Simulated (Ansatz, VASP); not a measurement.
**Pt: VASP beside Ansatz**

INCAR

```
SYSTEM = Pt
PREC = Accurate
ENCUT = 520
EDIFF = 1E-7
ISMEAR = -1
SIGMA = 0.05
LREAL = .FALSE.
LASPH = .TRUE.
NELM = 100
ALGO = Normal
ISIF = 2
LWAVE = .FALSE.
LCHARG = .FALSE.
GGA = PS
NBANDS = 11
```

KPOINTS

```
regular mesh
0
G
  12 12 12
  0 0 0
```

Contents of POSCAR:

```
Pt
1.0
    0.0000000000      1.9343981026      1.9343981026
    1.9343981026      0.0000000000      1.9343981026
    1.9343981026      1.9343981026      0.0000000000
Pt
1
Direct
    0.0000000000      0.0000000000      0.0000000000
```

File input.yaml:

```yaml
crystal:
  lattice:
    - [0.0, 1.9343981026, 1.9343981026]
    - [1.9343981026, 0.0, 1.9343981026]
    - [1.9343981026, 1.9343981026, 0.0]
  atoms:
    - { symbol: Pt, position: [0.0, 0.0, 0.0] }
hamiltonian:
  xc: pbesol
  pseudopotentials: { kind: paw }
kpoints:
  mp_grid: { grid: [12, 12, 12] }
scf:
  occupations: { method: fermi_dirac, width: 0.05 }
output:
  forces: true
  stress: true
  eigenvalues: true
  write_density: true
  write_potential: true
  elf: true
  volumetric_format: npy
```

Change from the starting cell: volume scaled by 0.96.

Alike in both runs: task single point; functional PBEsol; k mesh 12 × 12 × 12; occupations fermi-dirac, width 0.05 eV; no spin polarisation.

```csv
,VASP,Ansatz
version,VASP 6.6.1,Ansatz 0.2.0
potentials or method,"VASP PAW PBE potentials, release 64 (Pt)",Ansatz PAW
plane-wave cutoff (eV),520,420
valence electrons in the cell,10,18
```

VASP gave:

| Item | Value |
| --- | --- |
| gap on the k mesh at the Fermi level (eV) | none |
| pressure (GPa) | 11.9 |

**Question.** Estimate Ansatz's values.

**Answer.** gap on the k mesh at the Fermi level (eV): none; pressure (GPa): 12.3.

A gap of «none» marks a metal or a gap that the smearing closes. With one functional, cell and mesh, what is left measures potentials, basis and numerics. The two sets of potentials don't hold the same shells in valence.

Caveats: the PAW data sets were made with another functional, which shifts forces and pressure a little (VASP); the PAW data sets come from PBE, with cores solved anew for the run's functional, which leaves a small shift of forces and pressure (Ansatz). The runs have no spin-orbit coupling, so splittings on Pt are missing.
